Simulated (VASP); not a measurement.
# CoSi (P2_13) in VASP: notebook

The runs below take CoSi through single point, with PBE, PBEsol.

All numbers are computed with VASP 6.6.1; they aren't measurements. Logs are shortened: lines on timing, memory, paths and dates and some standing lists are left out, and cuts for length are marked.

## Step 1: The structure

It takes space group P2_13 (No. 198, cubic). Conventional cell: a = 4.438 Å, b = 4.438 Å, c = 4.438 Å, α = 90.00°, β = 90.00°, γ = 90.00°. Co (site symmetry 3) has 7 Si at 2.28 to 2.47 Å as nearest neighbours. Si (site symmetry 3) is surrounded by 7 Co at 2.28 to 2.47 Å.

## Step 2: Single point, PBE, collinear spin, ferromagnetic start

File INCAR:

```
ALGO     = Normal         # electronic algorithm
EDIFF    = 1E-7           # SCF threshold, eV
ENCUT    = 520            # plane-wave cutoff, eV
GGA      = PE             # functional
ISIF     = 2              # what is computed and relaxed
ISMEAR   = -1             # smearing method
ISPIN    = 2              # spin polarisation
LASPH    = T              # aspherical terms in the spheres
LCHARG   = F              # write CHGCAR
LMAXMIX  = 4              # l up to which the mixer works
LORBIT   = 11             # projections on sites
LREAL    = F              # projectors in reciprocal space
LWAVE    = F              # write WAVECAR
MAGMOM   = 2 2 2 2 0 0 0 0 # initial moments
NBANDS   = 40             # bands
NELM     = 150            # most SCF steps
PREC     = Accurate       # precision mode
SIGMA    = 0.05           # smearing width, eV
```

File KPOINTS:

```
k-points
0
Gamma
  6 6 6
```

File POSCAR:

```
CoSi
1.0
    4.4380000000      0.0000000000      0.0000000000
    0.0000000000      4.4380000000      0.0000000000
    0.0000000000      0.0000000000      4.4380000000
Co Si
4 4
Direct
    0.8600000000      0.6400000000      0.3600000000
    0.6400000000      0.3600000000      0.8600000000
    0.3600000000      0.8600000000      0.6400000000
    0.1400000000      0.1400000000      0.1400000000
    0.1570000000      0.3430000000      0.6570000000
    0.3430000000      0.6570000000      0.1570000000
    0.6570000000      0.1570000000      0.3430000000
    0.8430000000      0.8430000000      0.8430000000
```

Potentials or basis: VASP PAW PBE potentials, release 64 (Co, Si).

The run is started by

```
cat potpaw_PBE.64/Co/POTCAR potpaw_PBE.64/Si/POTCAR > POTCAR
mpirun -np 1 vasp_std > vasp.out
```

OUTCAR:

```text
EDIFF = 1E-7
   ENCUT = 520
   GGA = PE
   ISIF = 2
   ISMEAR = -1
   ISPIN = 2
   LASPH = T
   LORBIT = 11
   LREAL = F
   NELM = 150
   PREC = Accurate

 ion  position               nearest neighbor table
   1  0.860  0.640  0.360-   5 2.28   6 2.33   7 2.33   8 2.33   7 2.47   8 2.47   6 2.47   2 2.72
                             2 2.72   4 2.72   4 2.72   3 2.72   3 2.72
   2  0.640  0.360  0.860-   6 2.28   5 2.33   7 2.33   8 2.33   5 2.47   7 2.47   8 2.47   1 2.72
                             1 2.72   3 2.72   3 2.72   4 2.72   4 2.72
   3  0.360  0.860  0.640-   7 2.28   6 2.33   5 2.33   8 2.33   6 2.47   5 2.47   8 2.47   4 2.72
                             2 2.72   2 2.72   4 2.72   1 2.72   1 2.72
   4  0.140  0.140  0.140-   8 2.28   6 2.33   7 2.33   5 2.33   6 2.47   5 2.47   7 2.47   1 2.72
                             3 2.72   3 2.72   1 2.72   2 2.72   2 2.72
   5  0.157  0.343  0.657-   1 2.28   2 2.33   3 2.33   4 2.33   3 2.47   4 2.47   2 2.47   8 2.75
                             6 2.75   6 2.75   8 2.75   7 2.75   7 2.75
   6  0.343  0.657  0.157-   2 2.28   1 2.33   3 2.33   4 2.33   1 2.47   3 2.47   4 2.47   8 2.75
                             5 2.75   5 2.75   7 2.75   7 2.75   8 2.75
   7  0.657  0.157  0.343-   3 2.28   2 2.33   1 2.33   4 2.33   2 2.47   1 2.47   4 2.47   8 2.75
                             8 2.75   5 2.75   6 2.75   6 2.75   5 2.75
   8  0.843  0.843  0.843-   4 2.28   2 2.33   3 2.33   1 2.33   2 2.47   1 2.47   3 2.47   5 2.75
                             6 2.75   7 2.75   7 2.75   5 2.75   6 2.75

  LATTYP: Found a simple cubic cell.
 ALAT       =     4.4380000000

  Lattice vectors:

 A1 = (   4.4380000000,   0.0000000000,   0.0000000000)
 A2 = (   0.0000000000,   4.4380000000,   0.0000000000)
 A3 = (   0.0000000000,   0.0000000000,   4.4380000000)

Analysis of symmetry for initial positions (statically):
=====================================================================
 Subroutine PRICEL returns:
 Original cell was already a primitive cell.

 Routine SETGRP: Setting up the symmetry group for a
 simple cubic supercell.

 Subroutine GETGRP returns: Found 12 space group operations
 (whereof  3 operations were pure point group operations)
 out of a pool of 48 trial point group operations.

The static configuration has the point symmetry C_3 .
 The point group associated with its full space group is T   .

Analysis of symmetry for dynamics (positions and initial velocities):
=====================================================================
 Subroutine PRICEL returns:
 Original cell was already a primitive cell.

 Routine SETGRP: Setting up the symmetry group for a
 simple cubic supercell.

 Subroutine GETGRP returns: Found 12 space group operations
 (whereof  3 operations were pure point group operations)
 out of a pool of 48 trial point group operations.

The dynamic configuration has the point symmetry C_3 .
 The point group associated with its full space group is T   .

Analysis of structural, dynamic, and magnetic symmetry:
=====================================================================
 Subroutine PRICEL returns:
 Original cell was already a primitive cell.

 Routine SETGRP: Setting up the symmetry group for a
 simple cubic supercell.

 Subroutine GETGRP returns: Found 12 space group operations
 (whereof  3 operations were pure point group operations)
 out of a pool of 48 trial point group operations.

The overall configuration has the point symmetry C_3 .
 The point group associated with its full space group is T   .

 Subroutine INISYM returns: Found 12 space group operations
 (whereof  3 operations are pure point group operations),
 and found     1 'primitive' translations

----------------------------------------------------------------------------------------

                                     Primitive cell

  volume of cell :      87.4102

  direct lattice vectors                    reciprocal lattice vectors
     4.438000000  0.000000000  0.000000000     0.225326724  0.000000000  0.000000000
     0.000000000  4.438000000  0.000000000     0.000000000  0.225326724  0.000000000
     0.000000000  0.000000000  4.438000000     0.000000000  0.000000000  0.225326724

  length of vectors
     4.438000000  4.438000000  4.438000000     0.225326724  0.225326724  0.225326724

  position of ions in fractional coordinates (direct lattice)
     0.860000000  0.640000000  0.360000000
     0.640000000  0.360000000  0.860000000
     0.360000000  0.860000000  0.640000000
     0.140000000  0.140000000  0.140000000
     0.157000000  0.343000000  0.657000000
     0.343000000  0.657000000  0.157000000
     0.657000000  0.157000000  0.343000000
     0.843000000  0.843000000  0.843000000

[... 27 lines left out ...]
     0.037554454  0.037554454  0.037554454

  Shift w.r.t. Gamma in fractional coordinates (k-lattice)
     0.000000000  0.000000000  0.000000000

 Subroutine IBZKPT returns following result:
 ===========================================

 Found     24 irreducible k-points:

 Following reciprocal coordinates:
            Coordinates               Weight
  0.000000  0.000000  0.000000      1.000000
  0.166667  0.000000  0.000000      6.000000
  0.333333  0.000000  0.000000      6.000000
  0.500000  0.000000  0.000000      3.000000
  0.166667  0.166667  0.000000     12.000000
  0.333333  0.166667  0.000000     12.000000
[... 16 lines left out ...]
  0.500000  0.500000  0.333333      6.000000
  0.500000  0.500000  0.500000      1.000000
   k-points           NKPTS =     24   k-points in BZ     NKDIM =     24   number of bands    NBANDS=     40
   number of dos      NEDOS =    301   number of ions     NIONS =      8
   total plane-waves  NPLWV =  46656
   dimension x,y,z NGX =    36 NGY =   36 NGZ =   36
   dimension x,y,z NGXF=    72 NGYF=   72 NGZF=   72
   ions per type =               4   4
   NGX,Y,Z   is equivalent  to a cutoff of  13.49, 13.49, 13.49 a.u.
   NGXF,Y,Z  is equivalent  to a cutoff of  26.97, 26.97, 26.97 a.u.
 SYSTEM =  unknown system
   PREC   = accura    normal or accurate (medium, high low for compatibility)
   ISTART =      0    job   : 0-new  1-cont  2-samecut
   ICHARG =      2    charge: 1-file 2-atom 10-const
   ISPIN  =      2    spin polarized calculation?
   LNONCOLLINEAR =      F non collinear calculations
   LSORBIT =      F    spin-orbit coupling
   LASPH  =      T    aspherical Exc in radial PAW
   ENCUT  =  520.0 eV  38.22 Ry    6.18 a.u.   8.25  8.25  8.25*2*pi/ulx,y,z
   NELM   =    150;   NELMIN=  2; NELMDL= -5     # of ELM steps
   EDIFF  = 0.1E-06   stopping-criterion for ELM
   LREAL  =      F    real-space projection
   EDIFFG = 0.1E-05   stopping-criterion for IOM
   NSW    =      0    number of steps for IOM
   IBRION =     -1    ionic relax: 0-MD 1-quasi-New 2-CG
   NFREE  =      0    steps in history (QN), initial steepest desc. (CG)
   ISIF   =      2    stress and relaxation
   ISYM   =      2    0-nonsym 1-usesym 2-fastsym
   POTIM  = 0.5000    time-step for ionic-motion
   TEBEG  =    0.0;   TEEND  =   0.0 temperature during run
   PSTRESS=    0.0 pullay stress
   NELECT =      52.0000    total number of electrons
   NUPDOWN=      -1.0000    fix difference up-down
   EMIN   =  10.00;   EMAX   =-10.00  energy-range for DOS
   EFERMI =   0.00;   METHOD = LEGACY
   ISMEAR =    -1;   SIGMA  =   0.05  broadening in eV -4-tet -1-fermi 0-gaus
   EFERMI_NEDOS =   21; number of points for ismear=-14 and -15
   IALGO  =     38    algorithm
   IMIX   =      4    mixing-type and parameters
     AMIX     =   0.40;   BMIX     =  1.00
     AMIX_MAG =   1.60;   BMIX_MAG =  1.00
  volume/ion in A,a.u.               =      10.93        73.73
  Fermi-wavevector in a.u.,A,eV,Ry     =   1.376856  2.601881 25.793021  1.895734
  Thomas-Fermi vector in A             =   2.502063
   LORBIT       =     11    0 simple, 1 ext, 2 COOP (PROOUT), +10 PAW based schemes
   GGA     = PE    functional components
   LHFCALC =     F    Hartree Fock is set to
   AEXX    =    0.0000 exact exchange contribution
   IVDW    =     0    specifies the selected vdW correction
   LEPSILON=     F    determine dielectric tensor
   LRPA    =     F    only Hartree local field effects (RPA)
 spin polarized calculation
  energy-cutoff  :      520.00
  volume of cell :       87.41
 maximum number of plane-waves:      2373
 NGX is ok and might be reduce to    36
   NGX = 17   NGY = 17   NGZ = 17

 number of electron      51.9999992 magnetization       0.0231555

 number of electron      51.9999992 magnetization      -0.0000894

 Free energy of the ion-electron system (eV)
  ---------------------------------------------------
  ext. energy  EPLUGINS =         0.00000000
  ---------------------------------------------------
  free energy    TOTEN  =       -54.73237048 eV

  energy without entropy =      -54.71779496  energy(sigma->0) =      -54.72508272

 E-fermi :  12.0906     XC(G=0): -12.8397

 val. band max:       12.0394975256   @ k =   0.0000   0.0000   0.0000
 cond. band min:      12.1343210708   @ k =   0.5000   0.5000   0.3333
 fundamental gap:      0.0948235452
 Fermi energy:        12.0906341838

 spin component 1

 k-point     1 :       0.0000    0.0000    0.0000
  band No.  band energies     occupation
      1      -1.5954      1.00000
      2       3.8864      1.00000
      3       3.8864      1.00000
      4       3.8864      1.00000
      5       6.5957      1.00000
      6       6.5957      1.00000
[... 973 lines left out ...]
     37      19.8108      0.00000
     38      19.8108      0.00000
 Fermi energy:        12.0906341838

 spin component 2

 k-point     1 :       0.0000    0.0000    0.0000
  band No.  band energies     occupation
      1      -1.5954      1.00000
      2       3.8864      1.00000
      3       3.8864      1.00000
      4       3.8864      1.00000
      5       6.5957      1.00000
      6       6.5957      1.00000
[... 973 lines left out ...]
     37      19.8108      0.00000
     38      19.8108      0.00000
 [bands above 38 left out]

------------------------ aborting loop because EDIFF is reached ----------------------------------------

  FORCE on cell =-STRESS in cart. coord.  units (eV):
  Direction    XX          YY          ZZ          XY          YZ          ZX
  --------------------------------------------------------------------------------------
  -------------------------------------------------------------------------------------
  Total       -0.1961215     -0.1961215     -0.1961215      0.0000000      0.0000000      0.0000000
  in kB       -3.5947926     -3.5947926     -3.5947926      0.0000000      0.0000000      0.0000000
  external PRESSURE =      -3.5947926 kB  Pullay stress =       0.0000000 kB

 VOLUME and BASIS-vectors are now :
 -----------------------------------------------------------------------------
  energy-cutoff  :      520.00
  volume of cell :       87.41
      direct lattice vectors                 reciprocal lattice vectors
     4.438000000  0.000000000  0.000000000     0.225326724  0.000000000  0.000000000
     0.000000000  4.438000000  0.000000000     0.000000000  0.225326724  0.000000000
     0.000000000  0.000000000  4.438000000     0.000000000  0.000000000  0.225326724

 POSITION                                       TOTAL-FORCE (eV/Angst)
 -----------------------------------------------------------------------------------
      3.81668      2.84032      1.59768        -0.155943      0.155943     -0.155943
      2.84032      1.59768      3.81668         0.155943     -0.155943     -0.155943
      1.59768      3.81668      2.84032        -0.155943     -0.155943      0.155943
      0.62132      0.62132      0.62132         0.155943      0.155943      0.155943
      0.69677      1.52223      2.91577         0.020830     -0.020830      0.020830
      1.52223      2.91577      0.69677        -0.020830      0.020830      0.020830
      2.91577      0.69677      1.52223         0.020830      0.020830     -0.020830
      3.74123      3.74123      3.74123        -0.020830     -0.020830     -0.020830
 -----------------------------------------------------------------------------------
    total drift:                               -0.000000      0.000000      0.000000

  FREE ENERGIE OF THE ION-ELECTRON SYSTEM (eV)
  ---------------------------------------------------
  free  energy   TOTEN  =       -54.7323704798 eV

  energy  without entropy=      -54.7177949630  energy(sigma->0) =      -54.72508272

 total charge

# of ion       s       p       d       tot
------------------------------------------
    1        0.434   0.616   7.565   8.614
    2        0.434   0.616   7.565   8.614
    3        0.434   0.616   7.565   8.614
    4        0.434   0.616   7.565   8.614
    5        0.728   0.882   0.000   1.609
    6        0.728   0.882   0.000   1.609
    7        0.728   0.882   0.000   1.609
    8        0.728   0.882   0.000   1.609
--------------------------------------------------
tot          4.647   5.989  30.258  40.894

 magnetization (x)

# of ion       s       p       d       tot
------------------------------------------
    1        0.000  -0.000  -0.000  -0.000
    2        0.000  -0.000  -0.000  -0.000
    3        0.000  -0.000  -0.000  -0.000
    4        0.000  -0.000  -0.000  -0.000
    5        0.000   0.000   0.000   0.000
    6        0.000   0.000   0.000   0.000
    7        0.000   0.000   0.000   0.000
    8        0.000   0.000   0.000   0.000
--------------------------------------------------
tot          0.000   0.000  -0.000  -0.000
```

Run time: 84 s. Hardware: 1 thread of Intel Xeon 6975P-C (Granite Rapids), shared host; peak memory 0.3 GiB.

Results:

| Item | Value |
| --- | --- |
| Free energy | -54.7324 eV |
| Pressure | -0.4 GPa |
| Largest force | 0.270 eV/Å |
| Band gap on the k mesh | none (metal or under the smearing width) |
| Net moment | 0.00 μB per cell |
| Valence electrons inside the program's atomic spheres | Co 8.61; Si 1.61 |

Forces on the atoms (eV/Å):
```
Co  -0.156  0.156 -0.156
Co   0.156 -0.156 -0.156
Co  -0.156 -0.156  0.156
Co   0.156  0.156  0.156
Si   0.021 -0.021  0.021
Si  -0.021  0.021  0.021
Si   0.021  0.021 -0.021
Si  -0.021 -0.021 -0.021
```

Caveat: the starting moments collapsed, and a magnetic state may lie lower.

(Part 1 of 2 ends here.)
